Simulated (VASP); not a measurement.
# GaN in VASP 6.6.1, single-point calculation

INCAR

```
PREC = Single
ENCUT = 520
LASPH = .TRUE.
ISIF = 2
IBRION = -1
SIGMA = 0.02
EDIFF = 1E-7
ISMEAR = -1
GGA = PE
NELM = 66
NSW = 0
LCHARG = .FALSE.
LWAVE = .FALSE.
NBANDS = 16
LREAL = .FALSE.
```

KPOINTS

```
KPOINTS created by Atomic Simulation Environment
0
Gamma
10 10 10
0 0 0
```

POSCAR

```
Ga N
 1.0000000000000000
     0.0000000000000000    2.2489525411000000    2.2714420665000001
     2.2489525411000000    0.0000000000000000    2.2714420665000001
     2.2489525411000000    2.2489525411000000    0.0000000000000000
 Ga  N
   1   1
Cartesian
  0.0000000000000000  0.0000000000000000  0.0000000000000000
  1.1244762705499998  1.1244762705499998  1.1357210332499998
```

The recommended PBE PAW datasets give the neutral cell 18 valence electrons.

Command

```
mpirun -np 1 vasp_std
```

OSZICAR

```
N       E                     dE             d eps       ncg     rms          rms(c)
DAV:   1     0.809087264244E+02    0.80909E+02   -0.94255E+03  3656   0.201E+03
DAV:   2    -0.853557857954E+01   -0.89444E+02   -0.83445E+02  3768   0.324E+02
DAV:   3    -0.140775404586E+02   -0.55420E+01   -0.55211E+01  3792   0.693E+01
DAV:   4    -0.141380400681E+02   -0.60500E-01   -0.60494E-01  4184   0.774E+00
DAV:   5    -0.141388175688E+02   -0.77750E-03   -0.77749E-03  3904   0.789E-01    0.770E+00
DAV:   6    -0.121441819030E+02    0.19946E+01   -0.49129E+00  4944   0.396E+01    0.268E+00
DAV:   7    -0.121526043318E+02   -0.84224E-02   -0.31821E-01  3568   0.660E+00    0.177E+00
DAV:   8    -0.121490945466E+02    0.35098E-02   -0.58749E-02  3760   0.326E+00    0.802E-01
DAV:   9    -0.121448039989E+02    0.42905E-02   -0.14343E-02  4960   0.271E+00    0.205E-01
DAV:  10    -0.121451765667E+02   -0.37257E-03   -0.14981E-03  3760   0.527E-01    0.102E-01
DAV:  11    -0.121450767541E+02    0.99813E-04   -0.28327E-04  4880   0.258E-01    0.786E-03
DAV:  12    -0.121450820490E+02   -0.52949E-05   -0.30494E-05  3808   0.521E-02    0.102E-02
DAV:  13    -0.121450818137E+02    0.23526E-06   -0.72691E-07  4032   0.140E-02    0.299E-03
DAV:  14    -0.121450817361E+02    0.77584E-07   -0.51103E-08  3016   0.285E-03
   1 F= -.12145082E+02 E0= -.12145082E+02  d E =-.239019E-10
```

From OUTCAR

```
k-points           NKPTS =    102   k-points in BZ     NKDIM =    102   number of bands    NBANDS=     16

   NELECT =      18.0000    total number of electrons

   dimension x,y,z NGX =    24 NGY =   24 NGZ =   24
   dimension x,y,z NGXF=    24 NGYF=   24 NGZF=   24

  energy-cutoff  :      520.00
  volume of cell :       22.98
      direct lattice vectors                 reciprocal lattice vectors
     0.000000000  2.248952541  2.271442067    -0.222325723  0.222325723  0.220124478
     2.248952541  0.000000000  2.271442067     0.222325723 -0.222325723  0.220124478
     2.248952541  2.248952541  0.000000000     0.222325723  0.222325723 -0.220124478

 k-points in reciprocal lattice and weights: KPOINTS created by Atomic Simulation Env
   0.00000000  0.00000000  0.00000000       0.001
   0.10000000 -0.00000000  0.00000000       0.008
   0.20000000 -0.00000000  0.00000000       0.008
   0.30000000  0.00000000  0.00000000       0.008
   0.40000000 -0.00000000  0.00000000       0.008
   0.50000000  0.00000000  0.00000000       0.004
   0.10000000  0.10000000  0.00000000       0.002
   0.20000000  0.10000000  0.00000000       0.008
   ...

 E-fermi :   5.6160

 k-point     1 :       0.0000    0.0000    0.0000
  band No.  band energies     occupation
      1     -10.6608      2.00000
      2      -8.2065      2.00000
      3      -8.1958      2.00000
      4      -8.1958      2.00000
      5      -7.8838      2.00000
      6      -7.8836      2.00000
      7       5.2079      2.00000
      8       5.2547      2.00000
      9       5.2547      2.00000
     10       6.9385      0.00000
     11      15.5085      0.00000
     12      15.5087      0.00000
     13      15.5363      0.00000
     14      22.7918      0.00000
     15      23.8494      0.00000
     16      24.1766      0.00000

 k-point     2 :       0.1000   -0.0000    0.0000
  band No.  band energies     occupation
      1     -10.5517      2.00000
      2      -8.1902      2.00000
      3      -8.1824      2.00000
      4      -8.1594      2.00000
      5      -7.8851      2.00000
      6      -7.8848      2.00000
      7       4.1387      2.00000
      8       5.1154      2.00000
      9       5.1510      2.00000
     10       7.7991      0.00000
     11      15.0188      0.00000
     12      15.6778      0.00000
     13      15.6852      0.00000
     14      22.5829      0.00000
     15      22.8513      0.00000
     16      22.8752      0.00000

 k-point     3 :       0.2000   -0.0000    0.0000
  band No.  band energies     occupation
      1     -10.2775      2.00000
      2      -8.1584      2.00000
      3      -8.1512      2.00000
      4      -7.9965      2.00000
      5      -7.8846      2.00000
      6      -7.8826      2.00000
      7       2.3354      2.00000
      8       4.8488      2.00000
      9       4.8959      2.00000
     10       8.8773      0.00000
     11      14.2419      0.00000
     12      15.9253      0.00000
     13      15.9644      0.00000
     14      21.6176      0.00000
     15      21.9807      0.00000
     16      22.0685      0.00000

 ...

  Total        0.6870939      0.6870939      0.5114225      0.0000000      0.0000000     -0.0000000
  in kB       47.9109103     47.9109103     35.6613796      0.0000000      0.0000000     -0.0000000
  external PRESSURE =      43.8277334 kB  Pullay stress =       0.0000000 kB

 POSITION                                       TOTAL-FORCE (eV/Angst)
 -----------------------------------------------------------------------------------
      0.00000      0.00000      0.00000        -0.000000     -0.000000     -0.000000
      1.12448      1.12448      1.13572         0.000000      0.000000      0.000000
 -----------------------------------------------------------------------------------
    total drift:                                0.000035      0.000035      0.000018

  FREE ENERGIE OF THE ION-ELECTRON SYSTEM (eV)
  ---------------------------------------------------
  free  energy   TOTEN  =       -12.1450817361 eV

  energy  without entropy=      -12.1450817361  energy(sigma->0) =      -12.14508174
```

It converged. Results: gap between bands v and c on the k mesh 1.68 eV; least direct gap on the k mesh 1.68 eV; pressure 4.4 GPa. Band v is the last that the valence electrons fill when counted band by band, and c is the next.

For comparison, a separate PBE run of the intended cell, on usual settings and not on those above, gives a gap of 1.68 eV on its mesh and a pressure of 4.3 GPa.

The run above took about 18 s on one core of a shared host (Intel Xeon Platinum 8488C) and held 0.14 GiB at most.
